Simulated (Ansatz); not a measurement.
Task: ZrO₂ in space group P4_2/nmc (No. 137; Zr on 2a, O on 4d) is relaxed with r²SCAN in the plane-wave PAW code Ansatz. What lattice parameters of the conventional cell result?

Result: a = 3.601 Å, c = 5.230 Å.

Task: Give the free coordinates with the occupied sites.

Result: In one choice of origin and axes:

| atom | site | symmetry | x | y | z |
|---|---|---|---|---|---|
| Zr | 2a | -4m2 | 0.0000 | 0.0000 | 0.0000 |
| O | 4d | 2mm. | 0.5000 | 0.0000 | 0.1964 |

Task: Is it a metal or does it have a gap at this level?

Result: A gap of 4.60 eV, indirect.

This is a known high-temperature phase of the composition, computed here at zero pressure and temperature. The r²SCAN relaxation kept the symmetry of its start; whether a distortion lowers the energy is not shown. No spin polarisation was allowed. Spin–orbit coupling is left out wherever it is not named.

Potentials: the earlier of the program's two PAW sets.
